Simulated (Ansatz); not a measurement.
`F[C](F)(F)[Ge]([Cl])([Cl])[Cl]` + ethylmethylamine → `CC[N](C)[Ge]([Cl])([Cl])[Cl]` + trifluoromethane at 400 K and 1 bar (ligand exchange at a Ge–C bond).

Program: Ansatz. Geometries: PBE0-D4/def2-TZVP. ΔE: electronic, gas phase. CCSD(T)/CBS is the MP2 limit (def2-TZVPP, def2-QZVPP) plus CCSD(T) − MP2 in def2-TZVPP, frozen cores. This one scheme is used for every species. For Ge outer-core shells are correlated without core-valence functions, which leaves a few kJ/mol of doubt a bond. Scalar relativity is left out up to krypton. One conformer a species, not always the lowest.

| species | CCSD(T)/CBS energy (Eh) | H − E (kJ/mol) | S (J/(mol·K)) |
| --- | --- | --- | --- |
| `F[C](F)(F)[Ge]([Cl])([Cl])[Cl]` | -3792.99499 | 91.9 | 467.4 |
| `CCNC` | -174.26710 | 345.0 | 331.8 |
| `CC[N](C)[Ge]([Cl])([Cl])[Cl]` | -3629.26530 | 355.2 | 524.0 |
| `FC(F)F` | -338.02896 | 84.0 | 275.7 |

H − E and S are ideal-gas, rigid-rotor, harmonic terms from PBE0-D4/def2-TZVP, for one conformer and one mirror image of each species. 1 Eh = 2625.50 kJ/mol, R = 8.31446 J/(mol·K).

Task: By hand: ΔE, ΔH, ΔS and ΔG.

Result: ΔE = (-3629.26530) + (-338.02896) − (-3792.99499) − (-174.26710) = -0.03217 Eh = -84.5 kJ/mol. Δ(H − E) = 355.2 + 84.0 − 91.9 − 345.0 = 2.3, so ΔH = -82.2 kJ/mol. ΔS = 524.0 + 275.7 − 467.4 − 331.8 = 0.5 J/(mol·K). ΔG = -82.2 − 400 × (0.5)/1000 = -82.4 kJ/mol.

Task: By hand: the equilibrium constant, and the temperature at which ΔG would vanish if ΔH and ΔS stayed fixed.

Result: log₁₀ K = −ΔG/(RT ln 10) = 10.8. ΔH and −TΔS have one sign here, so there is no such temperature. One of them is within its doubt of zero, so this could turn.

The number of gas molecules stays the same, so ΔS is small and ΔH decides. A doubt of 5 kJ/mol in ΔE shifts log₁₀ K by 0.7 here. Other conformers and mirror images would add mixing entropy, several J/(mol·K) or more a flexible species. Modes under 60 cm⁻¹, often nearly free rotors, make the harmonic entropy too high. These are equilibria of isolated gas molecules and say nothing of rates. Largest T1 diagnostic: 0.012 (customary marks: 0.02 for closed shells, 0.045 for open ones).
